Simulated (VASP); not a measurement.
VASP inputs for MoS$_{2}$ (strained 3R (MoS2) bulk)

INCAR

```
GGA = PE
LREAL = .FALSE.
NELM = 120
LCHARG = .FALSE.
LASPH = .TRUE.
EDIFF = 1E-7
IBRION = -1
ISMEAR = -1
NSW = 0
ENCUT = 520
NBANDS = 20
SIGMA = 0.02
ISIF = 2
LWAVE = .FALSE.
PREC = Accurate
```

KPOINTS

```
KPOINTS created by Atomic Simulation Environment
0
Gamma
10 10 10
0 0 0
```

KPOINTS_OPT

```
special points
10
Reciprocal
0.0000000000 0.0000000000 0.0000000000 1
-0.5000000000 -0.5000000000 -0.5000000000 1
-0.5000000000 -0.1812659202 -0.8187340798 1
-0.1812659202 0.1812659202 -0.5000000000 1
0.0000000000 0.0000000000 -0.5000000000 1
0.0000000000 0.3406329601 -0.3406329601 1
-0.3406329601 0.0000000000 -0.6593670399 1
-0.5000000000 0.0000000000 -0.5000000000 1
-0.1631393282 0.1631393282 -0.5000000000 1
0.1223960000 0.4557290000 -0.2083330000 1
```

POSCAR

```
Mo S
 1.0000000000000000
     1.6034666397282493    0.9257618960836902    6.2558790839000000
    -1.6034666397282493    0.9257618960836902    6.2558790839000000
     0.0000000000000000   -1.8515237921673804    6.2558790839000000
 Mo  S
   1   2
Cartesian
  0.0000000000000000  0.0000000000000000 -0.0002327896249160
  0.0000000000000000 -0.0000000000000000  7.8017650333270963
 -0.0000000000000000  0.0000000000000000  4.7102259247234119
```

VASP ran with the recommended PBE PAW datasets (26 valence electrons in the cell).

**Question.** Predict the results.

**Answer.** gap between bands v and c 0.84 eV; least direct gap 1.59 eV; pressure 0.2 GPa; largest force 0.09 eV/Å.

Band v is the last that the valence electrons fill when counted band by band, and c is the next. Levels in eV from the top of v:

| point | v−1 | v | c | c+1 |
| --- | --- | --- | --- | --- |
| Γ | -1.27 | -1.01 | 1.95 | 1.95 |
| T | -2.29 | 0.00 | 2.03 | 2.03 |
| H_2 | -2.74 | -0.77 | 0.87 | 2.34 |
| H_0 | -2.74 | -0.77 | 0.87 | 2.34 |
| L | -1.71 | -1.41 | 1.46 | 1.91 |
| S_0 | -2.79 | -0.75 | 0.85 | 2.34 |
| S_2 | -2.79 | -0.75 | 0.85 | 2.34 |
| F | -1.86 | -1.27 | 1.42 | 2.00 |
